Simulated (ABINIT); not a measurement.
A calculation with ABINIT 10.8.3 (patched build) of TiC (native input, structure typed inline):

run.abi

```
# Pseudopotentials
pp_dirpath "./"
pseudos "Ti.GGA_PBE-JTH.xml, C.GGA_PBE-JTH.xml"

# Structure
acell 3*1.0 Angstrom
rprim
     3.0420900000     0.0000000000     0.0000000000
    -1.5210400000     2.6345200000     0.0000000000
     0.0000000000     0.0000000000     2.6979700000
ntypat 2
znucl 22 6
natom 2
typat 1 2
xred
     0.0000000000     0.0000000000     0.5000000000
     0.3333300000     0.6666700000     0.0000000000

# Plane-wave basis
ecut 517.016339 eV
pawecutdg 38.0
pawxcdev 0

# k points
kptopt 1
ngkpt 10 10 10
nshiftk 1
shiftk 0.0 0.0 0.0

# Exchange and correlation
ixc 11

# Bands and occupations
nband 12
occopt 3
tsmear 0.00183747

# SCF cycle
nstep 100
tolvrs 1.0e-9

# Output
iomode 3
prtwf 0
prteig 0
prtebands 0
enunit 1
prtden 1
prtvha 1
prtvclmb 1
prtpot 1
```

Potentials or basis: JTH PAW PBE v2.0.

Run with:

```sh
$ abinit run.abi > log 2>&1
```

The cell was built by a generator and needn't be a form met in nature.

Write the same calculation in another form: ASE script, structure typed inline.

As run:

run.py

```python
import json, os
import numpy as np
from ase.units import GPa
from ase.calculators.abinit import Abinit, AbinitProfile
from ase import Atoms

atoms = Atoms(['Ti', 'C'],
              cell=[[3.04209, 0.0, 0.0], [-1.52104, 2.63452, 0.0], [0.0, 0.0, 2.69797]],
              scaled_positions=[[0.0, 0.0, 0.5], [0.33333, 0.66667, 0.0]],
              pbc=True)

profile = AbinitProfile(command='abinit', pp_paths=[os.path.abspath('pseudos')])
params = dict(
    pps='pawxml', xc='PBE',
    ecut=517.0163,
    pawecutdg=1034.0327,
    pawxcdev=0,
    kptopt=1,
    ngkpt=[10, 10, 10],
    nshiftk=1,
    shiftk=[0.0, 0.0, 0.0],
    ixc=11,
    nband=12,
    occopt=3,
    tsmear=0.05,
    nstep=100,
    tolvrs=1e-09,
    prtwf=0,
    prtden=0,
)

atoms.calc = Abinit(profile=profile, directory='run', **params)
energy = atoms.get_potential_energy()
forces = atoms.get_forces()
stress = atoms.get_stress()
print(f'energy {energy:.6f} eV')
print('forces (eV/A)')
print(np.round(forces, 5))
print('stress (GPa, Voigt, tension positive)', np.round(stress / GPa, 4))
json.dump(dict(energy=energy, forces=forces.tolist(), stress=stress.tolist(), cell=atoms.cell.tolist(), frac=atoms.get_scaled_positions(wrap=False).tolist()), open('results.json', 'w'))
```

Potentials or basis: JTH PAW PBE v2.0.

Command:

```bash
$ python run.py
```

Both were run:

|  | native input, structure typed inline | ASE script, structure typed inline |
| --- | --- | --- |
| Pressure | 0.4 GPa | 0.4 GPa |
| Band gap on the k mesh | none (metal or under the smearing width) | none (metal or under the smearing width) |
| Valence electrons inside the program's atomic spheres | Ti 10.31; C 2.39 | Ti 10.31; C 2.39 |

Keys that steer only the numerical path or the files written may differ.
